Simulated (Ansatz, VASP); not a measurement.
Two plane-wave programs on W

The input INCAR:

```
SYSTEM = W
ALGO     = Normal         ! electronic algorithm
EDIFF    = 1E-6           ! SCF threshold, eV
ENCUT    = 520            ! plane-wave cutoff, eV
ISIF     = 2              ! what is computed and relaxed
ISMEAR   = -1             ! smearing method
LASPH    = .TRUE.         ! aspherical terms in the spheres
LCHARG   = .TRUE.         ! write CHGCAR
LELF     = .TRUE.         ! ELF
LREAL    = .FALSE.        ! projectors in reciprocal space
LVHAR    = .TRUE.       
LWAVE    = .FALSE.        ! write WAVECAR
NBANDS   = 13             ! bands
NELM     = 80             ! most SCF steps
PREC     = Accurate       ! precision mode
SIGMA    = 0.15           ! smearing width, eV
```

The input KPOINTS:

```
k-points
0
G
  12 12 12
  0 0 0
```

File POSCAR:

```
W
1.0
    0.0000000000      2.0300000000      2.0300000000
    2.0300000000      0.0000000000      2.0300000000
    2.0300000000      2.0300000000      0.0000000000
W
1
Direct
    0.0000000000      0.0000000000      0.0000000000
```

Input for Ansatz:

```yaml
crystal:
  lattice:
    - [0.0, 2.03, 2.03]
    - [2.03, 0.0, 2.03]
    - [2.03, 2.03, 0.0]
  atoms:
    - { symbol: W, position: [0.0, 0.0, 0.0] }
basis:
  ecutwfc: 450.0
kpoints:
  mp_grid:
    grid: [12, 12, 12]
hamiltonian:
  xc: lda
scf:
  occupations:
    method: fermi_dirac
    width: 0.15
output:
  forces: true
  stress: true
```

This isn't the form of W at room conditions, which is bcc.

Alike in both runs: task single point; functional LDA; k mesh 12 × 12 × 12; occupations fermi-dirac, width 0.15 eV; no spin polarisation.

|  | VASP | Ansatz |
| --- | --- | --- |
| version | VASP 6.6.1 | Ansatz 0.2.0 |
| potentials or method | VASP PAW LDA potentials, release 64 (W_sv) | plane waves, PAW |
| plane-wave cutoff (eV) | 520 | 450 |
| valence electrons in the cell | 14 | 14 |

|  | VASP | Ansatz | Ansatz less VASP |
| --- | --- | --- | --- |
| pressure (GPa) | -16.3 | -17.7 | -1.40 |

Caveats: so large a pressure means that the cell lies far from this level's equilibrium, or that cutoff or potentials fall short (VASP). The runs have no spin-orbit coupling, so splittings on W are missing.
